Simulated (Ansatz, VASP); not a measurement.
# V3Si in VASP and in Ansatz

```
CELL_PARAMETERS angstrom
4.73800 0.00000 0.00000
0.00000 4.73800 0.00000
0.00000 0.00000 4.73800
ATOMIC_POSITIONS crystal
Si 0.00000 0.00000 0.00000
Si 0.50000 0.50000 0.50000
V 0.25000 0.00000 0.50000
V 0.50000 0.75000 0.00000
V 0.75000 0.00000 0.50000
V 0.50000 0.25000 0.00000
V 0.00000 0.50000 0.75000
V 0.00000 0.50000 0.25000
```

Alike in both runs: task single point; functional PBE; k mesh 5 × 5 × 5; occupations fermi-dirac, width 0.05 eV; collinear spin.

```csv
,VASP,Ansatz
version,VASP 6.6.1,Ansatz 0.2.0
potentials or method,"VASP PAW PBE potentials, release 64 (Si, V_sv)","PAW, plane waves, scalar-relativistic"
plane-wave cutoff (eV),520,420
valence electrons in the cell,86,86
```

Ansatz gave:

| Quantity | Value |
| --- | --- |
| pressure (GPa) | -4.2 |
| net moment per atom (μB) | 0.00 |

**Question.** What did VASP give for the same quantities?

**Answer.** Pressure (GPa): -4.0; net moment per atom (μB): 0.00.

Ansatz warned: «no_starting_moments».
